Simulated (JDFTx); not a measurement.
Crystal: In.

```
In
1.0
    -1.88253    1.88253    1.88253
     1.88253   -1.88253    1.88253
     1.88253    1.88253   -1.88253
In
1
Cartesian
  0.0000 0.0000 0.0000
```

This isn't the form of In at room conditions, which is tetragonal.

| Quantity | Value |
| --- | --- |
| Program | JDFTx 1.7.0 (patched build) |
| Task | single point |
| Functional | PBE |
| Potentials or basis | PseudoDojo-SR-PBE-0.5-standard |
| Cutoff | 952 eV |
| Density cutoff | 3810 eV |
| k mesh | 10 × 10 × 10 |
| Occupations | fermi-dirac, width 0.05 eV |
| Spin | no spin polarisation |

On this cell: pressure 1.5 GPa; band gap on the k mesh none (metal or under the smearing width).

The same run follows on a disturbed copy (cell strained at random at fixed volume):

```xyz
1
Lattice="-1.8698 1.8571 1.9139 1.8335 -1.9128 1.9333 1.8585 1.9016 -1.9695" Properties=species:S:1:pos:R:3 pbc="T T T"
In   -0.0011    0.0068   -0.0073
```

**Question.** What changes?

**Answer.** The energy (extrapolated to zero smearing) moves by +1.7 meV/atom; pressure 1.5 GPa; band gap on the k mesh none (metal or under the smearing width).

Stress tensor (GPa, compression positive):
```
 1.96 -0.06  0.35
-0.06  1.35  0.68
 0.35  0.68  1.21
```

Caveats: the empty levels aren't tightly converged (some runs).
